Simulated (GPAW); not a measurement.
Wanted: an ASE script for a GPAW 26.7.0 run.

```yaml
Task: band structure
Functional: AM05
Potentials_or_basis: PAW data sets generated in the run's folder for this functional
Cutoff: 600 eV
Basis: pw
k_mesh: 6 × 6 × 6
Occupations: fermi-dirac, width 0.05 eV
Spin: spin-orbit coupling, no magnetisation
Maxiter: 150
Band_path: GXWKGLUWLK,UX
Band_points: 60
spin_axis_theta_degrees: 90
spin_axis_phi_degrees: 45
Soc_after_scf: second variation
```

The structure of GaSb lies in GaSb.cif:

```cif
data_GaSb
_cell_length_a 6.11800000
_cell_length_b 6.11800000
_cell_length_c 6.11800000
_cell_angle_alpha 90.00000000
_cell_angle_beta 90.00000000
_cell_angle_gamma 90.00000000
_space_group_name_H-M_alt 'F-43m'
_space_group_name_Hall 'F -4 2 3'
_space_group_IT_number 216
loop_
_space_group_symop_operation_xyz
'x,y,z'
'y,-x,-z'
'-x,-y,z'
'-y,x,-z'
'x,-y,-z'
'y,x,z'
'-x,y,-z'
'-y,-x,z'
'z,x,y'
'-z,y,-x'
'z,-x,-y'
'-z,-y,x'
'-z,x,-y'
'z,y,x'
'-z,-x,y'
'z,-y,-x'
'y,z,x'
'-x,-z,y'
'-y,z,-x'
'x,-z,-y'
'-y,-z,x'
'x,z,y'
'y,-z,-x'
'-x,z,-y'
'x,y+1/2,z+1/2'
'y,-x+1/2,-z+1/2'
'-x,-y+1/2,z+1/2'
'-y,x+1/2,-z+1/2'
'x,-y+1/2,-z+1/2'
'y,x+1/2,z+1/2'
'-x,y+1/2,-z+1/2'
'-y,-x+1/2,z+1/2'
'z,x+1/2,y+1/2'
'-z,y+1/2,-x+1/2'
'z,-x+1/2,-y+1/2'
'-z,-y+1/2,x+1/2'
'-z,x+1/2,-y+1/2'
'z,y+1/2,x+1/2'
'-z,-x+1/2,y+1/2'
'z,-y+1/2,-x+1/2'
'y,z+1/2,x+1/2'
'-x,-z+1/2,y+1/2'
'-y,z+1/2,-x+1/2'
'x,-z+1/2,-y+1/2'
'-y,-z+1/2,x+1/2'
'x,z+1/2,y+1/2'
'y,-z+1/2,-x+1/2'
'-x,z+1/2,-y+1/2'
'x+1/2,y,z+1/2'
'y+1/2,-x,-z+1/2'
'-x+1/2,-y,z+1/2'
'-y+1/2,x,-z+1/2'
'x+1/2,-y,-z+1/2'
'y+1/2,x,z+1/2'
'-x+1/2,y,-z+1/2'
'-y+1/2,-x,z+1/2'
'z+1/2,x,y+1/2'
'-z+1/2,y,-x+1/2'
'z+1/2,-x,-y+1/2'
'-z+1/2,-y,x+1/2'
'-z+1/2,x,-y+1/2'
'z+1/2,y,x+1/2'
'-z+1/2,-x,y+1/2'
'z+1/2,-y,-x+1/2'
'y+1/2,z,x+1/2'
'-x+1/2,-z,y+1/2'
'-y+1/2,z,-x+1/2'
'x+1/2,-z,-y+1/2'
'-y+1/2,-z,x+1/2'
'x+1/2,z,y+1/2'
'y+1/2,-z,-x+1/2'
'-x+1/2,z,-y+1/2'
'x+1/2,y+1/2,z'
'y+1/2,-x+1/2,-z'
'-x+1/2,-y+1/2,z'
'-y+1/2,x+1/2,-z'
'x+1/2,-y+1/2,-z'
'y+1/2,x+1/2,z'
'-x+1/2,y+1/2,-z'
'-y+1/2,-x+1/2,z'
'z+1/2,x+1/2,y'
'-z+1/2,y+1/2,-x'
'z+1/2,-x+1/2,-y'
'-z+1/2,-y+1/2,x'
'-z+1/2,x+1/2,-y'
'z+1/2,y+1/2,x'
'-z+1/2,-x+1/2,y'
'z+1/2,-y+1/2,-x'
'y+1/2,z+1/2,x'
'-x+1/2,-z+1/2,y'
'-y+1/2,z+1/2,-x'
'x+1/2,-z+1/2,-y'
'-y+1/2,-z+1/2,x'
'x+1/2,z+1/2,y'
'y+1/2,-z+1/2,-x'
'-x+1/2,z+1/2,-y'
loop_
_atom_site_label
_atom_site_type_symbol
_atom_site_symmetry_multiplicity
_atom_site_Wyckoff_symbol
_atom_site_fract_x
_atom_site_fract_y
_atom_site_fract_z
_atom_site_occupancy
Sb1 Sb 4 c 0.2500000000 0.2500000000 0.2500000000 1
Ga1 Ga 4 a 0.0000000000 0.0000000000 0.0000000000 1
```

The input as run:

run.py

```python
import numpy as np
import spglib
from ase import Atoms
from ase.dft.bandgap import bandgap
from ase.io import read, write
from ase.units import GPa
from gpaw import GPAW, PW, setup_paths
from gpaw.spinorbit import soc_eigenstates

setup_paths.insert(0, '.')

atoms = read('GaSb.cif')
cell, positions, numbers = spglib.find_primitive(
    (atoms.cell[:], atoms.get_scaled_positions(), atoms.numbers), symprec=1e-4)
atoms = Atoms(numbers, cell=cell, scaled_positions=positions, pbc=True)

calc = GPAW(mode=PW(600),
            xc='AM05',
            kpts={'size': (6, 6, 6), 'gamma': True},
            occupations={'name': 'fermi-dirac', 'width': 0.05},
            nbands=18,
            convergence={'density': 1e-05, 'energy': 1e-05},
            maxiter=150,
            txt='gpaw.txt')
atoms.calc = calc
energy = atoms.get_potential_energy()
forces = atoms.get_forces()
stress = atoms.get_stress()
calc.write('gs.gpw')
write('result.traj', atoms)
print(f'Energy: {energy:.6f} eV')
print('Forces (eV/A):')
print(forces.round(4))
print('Stress (GPa):', (stress / GPa).round(3))
print('Fermi level:', round(calc.get_fermi_level(), 4), 'eV')
print(f'Gap: {bandgap(calc)[0]:.4f} eV, direct: {bandgap(calc, direct=True)[0]:.4f} eV')

path = atoms.cell.bandpath('GXWKGLUWLK,UX', npoints=60, eps=1e-4)
bs_calc = calc.fixed_density(kpts=path, symmetry='off', nbands=30,
                             convergence={'bands': 'CBM+6.0', 'eigenstates': 1e-6}, txt='bands.txt')
bs = bs_calc.band_structure()
bs.write('bs.json')
print(f'Gap on the path: {bandgap(bs_calc)[0]:.4f} eV')

soc = soc_eigenstates(bs_calc, theta=90, phi=45)
np.savetxt('soc_bands.dat', soc.eigenvalues(), fmt='%.4f')
mesh = soc_eigenstates('gs.gpw', theta=90, phi=45)
np.savetxt('soc_mesh.dat', mesh.eigenvalues(), fmt='%.4f')
print('Fermi level with spin-orbit coupling:', round(mesh.fermi_level, 4), 'eV')
```

Potentials or basis: PAW data sets generated in the run's folder for this functional, pw.

Launch:

```bash
$ gpaw-setup -f AM05 Ga Sb
$ OMP_NUM_THREADS=1 python run.py
```

Results of the run:

* Pressure: 0.3 GPa
* Band gap along the path: none (metal or under the smearing width)

Caveat: spin-orbit coupling was added after a scalar SCF, so levels and gaps hold it while energy, forces, pressure and moments don't; this program's spin-orbit splittings come out too wide for heavy elements; this crystal is a semiconductor, whose small gap the functional closes, so the metal is an error of the method.

Run time: 41 s on 1 thread of Arm Neoverse V1, with other jobs on the host, peak memory 0.28 GiB.
